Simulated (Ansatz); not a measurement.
The system is Bi.

```
Bi
1.0
     3.48860   -3.13258    0.00000
     3.48860    3.13258    0.00000
    -1.26023    0.00000    3.11355
Bi
2
Cartesian
  4.1692 0.0043 2.6437
  1.5625 0.0187 0.4507
```

This isn't the form of Bi at room conditions, which is rhombohedral.

The cell isn't the ideal one: atoms moved at random, drawn with an rms of 0.05 Å.

Below is the output of Ansatz 0.2.0 for this cell. Logs are shortened: lines on timing, memory, paths and dates and some standing lists are left out, and cuts for length are marked.

```text
Warning: RAYON_NUM_THREADS=1 ignored (pool sized by the plan → 1); use --threads N
Bi: projections on atomic orbitals take those of the free atom 1s2 2s2 2p6 3s2 3p6 3d10 4s2 4p6 4d10 4f14 5s2 5p6 5d10 6s2 6p3, of charge +0.00 (hamiltonian.pseudopotentials.projection_atoms)
LAPW: plane waves up to 6.969 Å⁻¹, error target 1.0e-3 eV per atom; small_component_spin mean_spin; Bi in spheres of 1.622 Å, 37 of its electrons in bands, Dirac shells [] (how accurate: hamiltonian.pseudopotentials.lapw.basis_error, Limitations)
Engine: ansatz 0.2.0, aarch64-unknown-linux-gnu
Pseudopotentials: kind: all_electron
Pseudopotential: Bi, LAPW, valence charge 37, lapw/all_electron/scalar/gaussian/Bi, Koelling and Harmon's equation, gaussian nucleus
Functional definition: PBE
  parameter kappa = 0.804
  parameter beta = 0.06672455060314922
  exchange = pbe_x(kappa = kappa, mu = beta*pi^2/3)
  correlation = pbe_c(beta = beta)
Crystal: 2 atoms, lattice volume = 68.052 Å³
Basis set: ecut = 185.0191292161904 eV, 383 PW (Γ), exchange–correlation at level 2
Bands: 45, of which v1, the nominal top of the filled ones, is band 37 counted from 1 (36 counted from 0)
Symmetry: 2 space group operations
Space group: P-1 (ITA 2), of the structure as read, at distance tolerance 4.1e-5 Å
k-points: 164 of 324
Non-local potential: Bi, projectors of the file, none
Initial density: superposition of atomic densities (chi_scale 0.1, normalization cell)
[... 20 lines left out ...]
--- Per-component energies (eV) ---
  E_band       = -5336.030225
  E_kinetic    = 1356068.314851
  E_xc         = -21610.876753
  E_electrostatic = -2505869.298118  (all electrons and nuclei)
  E_smearing   = -0.008226  (= −TS)
  E_closure    = 0.000000  (closes the sum)
  E_atoms      = -1171404.213804  (free atoms, spherical and without spin; not in F)
  Σ components = -1171411.868246   (vs F -1171411.868246, Δ=0.00e0)
  Basis errors (estimates in eV, not in F): energy 3.3e-4 per atom: plane waves 3.2e-4 (1.7e-4 summed), levels above the bands 1.1e-85, relativity 5.6e-8, radial functions 1.2e-5, core shells 5.6e-9; eigenvalues (radial functions only) 1.6e-6; not estimated: angular momenta, meshes, grids; target (lapw.basis_error) 1.0e-3; muffin-tin radii Bi 1.622 Å
--- Forces (eV/Å), atoms counted from 1 ---
  atom   1  Bi     0.08259044     0.01549212     0.04414566
  atom   2  Bi    -0.08259044    -0.01549212    -0.04414566
  max |Σ_I F_I| component: 0.00e0 eV/Å
--- Stress (GPa, compression-positive) ---
       -0.044214      -0.017152      -0.319968
       -0.017152      -0.798421      -0.018975
       -0.319968      -0.018975       0.683703
  P = ⅓ Tr σ = -0.0530 GPa (-0.530 kbar)
--- Band table (eV; the first three rows and the last of 164) ---
  k-point 0: bands = ["-139.1493", "-139.1492", "-134.2827", "-134.2827", "-134.2826", "-134.2826", "-134.2782", "-134.2782", "-134.2779", "-134.2779", "-134.2750", "-134.2750", "-134.2743", "-134.2743", "-134.2734", "-134.2734", "-77.4085", "-77.4083", "-77.4083", "-77.4061", "-77.3914", "-77.3895", "-8.9377", "-8.9084", "-8.8694", "-8.8426", "-8.7629", "-8.7356", "-8.7205", "-8.7132", "-8.6831", "-8.5959", "0.9605", "4.8779", "10.9764", "11.2509", "16.8319", "17.1087", "17.7286", "18.0968", "18.3570", "20.7866", "22.2603", "22.6936", "23.4066"]
  k-point 1: bands = ["-139.1493", "-139.1492", "-134.2827", "-134.2827", "-134.2826", "-134.2826", "-134.2782", "-134.2782", "-134.2779", "-134.2779", "-134.2750", "-134.2750", "-134.2743", "-134.2743", "-134.2734", "-134.2734", "-77.4087", "-77.4085", "-77.4083", "-77.4061", "-77.3914", "-77.3895", "-8.9318", "-8.8861", "-8.8430", "-8.8383", "-8.7696", "-8.7429", "-8.7299", "-8.7213", "-8.6851", "-8.6003", "1.1338", "4.9244", "11.0898", "11.5190", "16.0005", "16.9666", "17.0829", "17.2468", "17.7247", "21.4661", "22.3994", "22.4690", "23.1371"]
  k-point 2: bands = ["-139.1493", "-139.1492", "-134.2827", "-134.2827", "-134.2826", "-134.2826", "-134.2782", "-134.2782", "-134.2779", "-134.2779", "-134.2750", "-134.2750", "-134.2743", "-134.2743", "-134.2734", "-134.2734", "-77.4092", "-77.4090", "-77.4083", "-77.4061", "-77.3912", "-77.3896", "-8.9161", "-8.8311", "-8.8271", "-8.7862", "-8.7815", "-8.7598", "-8.7536", "-8.7357", "-8.6909", "-8.6127", "1.6397", "5.0476", "11.4177", "12.2244", "13.5138", "15.0440", "16.5549", "17.2982", "17.8985", "21.2902", "21.3769", "22.7062", "23.5889"]
  k-point 163: bands = ["-139.1492", "-139.1492", "-134.2827", "-134.2827", "-134.2826", "-134.2826", "-134.2782", "-134.2782", "-134.2779", "-134.2779", "-134.2750", "-134.2750", "-134.2743", "-134.2743", "-134.2734", "-134.2734", "-77.4102", "-77.4099", "-77.4083", "-77.4060", "-77.3910", "-77.3898", "-8.8574", "-8.8245", "-8.8068", "-8.8001", "-8.7952", "-8.7668", "-8.7277", "-8.7150", "-8.6521", "-8.6427", "3.7884", "4.6779", "10.2911", "11.4740", "11.6733", "13.2822", "15.3266", "15.9744", "20.3082", "22.3928", "22.5483", "23.2520", "24.7003"]
--- Löwdin populations: 2 sites ---
  site symbol       q [e]
     0     Bi     82.9737
     1     Bi     82.9737
  spilling = 0.000317 (of n_electrons = 166.000000)
```

Problem. Write the input and the command behind it.

Solution. Single point with PBE, no spin polarisation. The files as run (others can give the same):

input.yaml
```yaml
crystal:
  lattice:
    - [3.488598, -3.132578, 0.0]
    - [3.488598, 3.132578, 0.0]
    - [-1.260235, 0.0, 3.11355]
  atoms:
    - { symbol: Bi, position: [0.750228, 0.751586, 0.849097] }
    - { symbol: Bi, position: [0.247102, 0.253077, 0.144755] }
kpoints:
  mp_grid: { grid: [6, 6, 9] }
scf:
  occupations: { method: fermi_dirac, width: 0.05 }
hamiltonian:
  xc: pbe
  pseudopotentials: { kind: all_electron, lapw: { basis_error: 0.001 } }
output:
  forces: true
  stress: true
  eigenvalues: true
  populations: true
```

Potentials or basis: all-electron LAPW, scalar-relativistic.
Run with:
```console
$ ansatz run input.yaml --threads 1 --pin off --max-ram 3072MiB --backend cpu --events-out ev --progress --plain --runs-dir out
```

Caveat: spin-orbit coupling is left out, which moves the levels of the heavy elements.
